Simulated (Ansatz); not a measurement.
# SiC: work and stress of cleavage

Method: DFT PBE, scalar-relativistic, plane waves, PAW (Ansatz). The runs took a 420 eV cutoff, a Γ-centred 10×10×3 mesh and Gaussian smearing (0.05 eV). No spin polarisation. Energies are free energies at this smearing, counted from the undisturbed cell; pressure is positive in compression.

The undisturbed cell (relaxed at this level):

```
Si C
1.0
    -3.09412    0.00000    0.00000
    -1.54706   -2.67959    0.00000
     0.00000    0.00000   10.12934
Si C
4 4
Cartesian
  -3.0941 -1.7864 0.9526
  -1.5471 -0.8932 6.0173
  0.0000 0.0000 8.5502
  0.0000 0.0000 3.4855
  -3.0941 -1.7864 9.1773
  -1.5471 -0.8932 4.1126
  0.0000 0.0000 6.6514
  0.0000 0.0000 1.5867
```

The cut lies on the cell's a–b face, a (0 0 1) plane (indices in the standard cell, whose axes needn't be the Cartesian ones shown) of area 8.29 Å², between layers 1.90 Å apart. Vector c is lengthened by d along the normal with the atoms' Cartesian places fixed: one unrelaxed cut a cell. The traction is positive where the two halves pull on each other.

```csv
d (Å),energy (J/m²),traction (GPa)
-0.30,2.20,-185.4
-0.15,0.43,-63.9
0.00,0.00,0.0
0.25,0.65,43.2
0.50,1.88,52.2
0.75,3.16,49.1
1.00,4.31,42.4
1.50,6.06,27.8
2.00,7.13,16.0
3.00,7.99,3.2
4.50,8.15,0.3
6.00,8.18,0.1
```

Problem. What are the work of separation and the cleavage stress, and do they fit the universal binding curve?

Solution. The energy levels off near W ≈ 8.18 J/m² (the traction is down to 0.1 GPa), the energy of the two unrelaxed faces, 4.09 J/m² each on average. The largest sampled traction is 52.2 GPa at d = 0.50 Å, and a parabola through it and its two neighbours peaks at σ_max ≈ 52.5 GPa, d ≈ 0.56 Å. The curve E = W[1 − (1 + d/ℓ)exp(−d/ℓ)] peaks in traction at d = ℓ with σ_max = W/(eℓ); with 1 J/m² per Å = 10 GPa this W and σ_max give ℓ = 0.57 Å. A parabola through that curve at the same three d peaks at 0.60 Å, against 0.56 Å here, a fair fit. The cut parts unlike faces (C and Si); in an ionic crystal that makes them polar, and the energy then depends on the thickness of the slab. The opened faces are metallic here, and spin polarisation, left out, could lower W. Real crystals break at far lower stress, because cracks concentrate it, and on the plane of lowest W, which needn't be this one.

The cut is rigid; relaxing the faces lowers these energies and usually the stresses.

The gap closes along the scan, which can put kinks into the curve.

Cost: 12 runs of about 1.9 core-minutes in all, on Arm Neoverse V2 (shared hosts).